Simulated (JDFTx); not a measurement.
Runs of JDFTx 1.7.0 (patched build) on CdO (Monteponite). It takes space group Fm-3m (No. 225, cubic). Conventional cell: a = 4.699 Å, b = 4.699 Å, c = 4.699 Å, α = 90.00°, β = 90.00°, γ = 90.00°. Around Cd (site symmetry m-3m) lie 6 O at 2.35 Å. Around O (site symmetry m-3m) lie 6 Cd at 2.35 Å. 

```csv
task,level,potentials or basis,k mesh,cutoff (eV),smearing,max SCF steps,SCF threshold on the energy,solver of the electrons,further solve for the empty bands,band ratio of the Davidson solver,mesh quality,gap on the mesh (eV),pressure (GPa),V0 of scaled cells (Å³/atom),B0 (GPa)
single point,PBEsol,PseudoDojo-SR-PBEsol-0.4.1-standard with smoothed tails,10 × 10 × 10,1388,gaussian 0.1 eV,100,1e-09 Ha,scf,yes,-,not flagged,none,-0.8,-,-
equation of state,LDA,PseudoDojo-SR-LDA-0.4.1-standard with smoothed tails,10 × 10 × 10,1388,fermi-dirac 0.05 eV,100,1e-09 Ha,scf,-,-,not flagged,-,-,(a),162
equation of state,PBEsol,PseudoDojo-SR-PBEsol-0.4.1-standard with smoothed tails,10 × 10 × 10,1388,fermi-dirac 0.05 eV,100,1e-09 Ha,scf,-,-,not flagged,-,-,12.91,(b)
single point,PBEsol,PseudoDojo-SR-PBEsol-0.4.1-standard with smoothed tails,10 × 10 × 10,1388,fermi-dirac 0.05 eV,100,1e-09 Ha,scf,yes,-,not flagged,none,-0.8,-,-
single point,LDA,SG15-PBE-1.2 with smoothed tails,5 × 5 × 5,1361,fermi-dirac 0.05 eV,100,1e-09 Ha,scf,yes,-,coarse,none,-6.8,-,-
single point,PBEsol,SG15-PBE-1.2 with smoothed tails,5 × 5 × 5,1361,fermi-dirac 0.05 eV,100,1e-09 Ha,scf,yes,-,coarse,none,-0.6,-,-
single point,LDA,PseudoDojo-SR-LDA-0.4.1-standard with smoothed tails,10 × 10 × 10,1388,fermi-dirac 0.05 eV,100,1e-09 Ha,scf,yes,-,not flagged,none,-6.0,-,-
```

Alike in all rows: no spin polarisation; cell as given.

Question: Estimate the missing entries.

Answer: (a) 12.46; (b) 145.

Caveats: some runs use coarse meshes; this crystal is a semiconductor, whose small gap the functional closes, so the metal is an error of the method (some runs); the potentials were made for another functional, which shifts forces and pressure (some runs).

A k mesh can miss the band edges, and the runs leave out spin-orbit coupling on Cd.

A gap of «none» marks a metal or a gap under the smearing width.
